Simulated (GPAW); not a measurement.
CoSi, 8 atoms in the cell. It takes space group P2_13 (No. 198, cubic). Conventional cell: a = 4.438 Å, b = 4.438 Å, c = 4.438 Å, α = 90.00°, β = 90.00°, γ = 90.00°. Around Co (site symmetry 3) lie 7 Si at 2.28 to 2.47 Å. Si (site symmetry 3) is surrounded by 7 Co at 2.28 to 2.47 Å. 

```yaml
Program: GPAW 26.7.0
Task: equation of state
Functional: TPSS
Dispersion: D3
Potentials_or_basis: GPAW PAW data sets (gpaw-data 1.2.1)
Cutoff: 600 eV
Basis: pw
k_mesh: 4 × 4 × 4
Occupations: fermi-dirac, width 0.05 eV
Spin: collinear spin, ferromagnetic start
Starting_moments: "[2.0, 2.0, 2.0, 2.0, 0.0, 0.0, 0.0, 0.0] μB"
Eigensolver: davidson
Maxiter: 150
Eos_scales: "[0.94, 0.96, 0.98, 1.0, 1.02, 1.04, 1.06]"
```

Potentials or basis: GPAW PAW data sets (gpaw-data 1.2.1), pw.

The run is started by

```console
$ OMP_NUM_THREADS=1 python run.py
```

Hardware: 1 thread of Intel(R) Xeon(R) Platinum 8488C (Sapphire Rapids), on a shared host.

Problem. How long does it take, and how much memory?

Solution. Run time: 37 min on 1 thread of Intel(R) Xeon(R) Platinum 8488C (Sapphire Rapids), with other jobs on the host, peak memory 1.1 GiB. Counts: scf iterations 160, plane waves 2826, bands 51, k points 14.
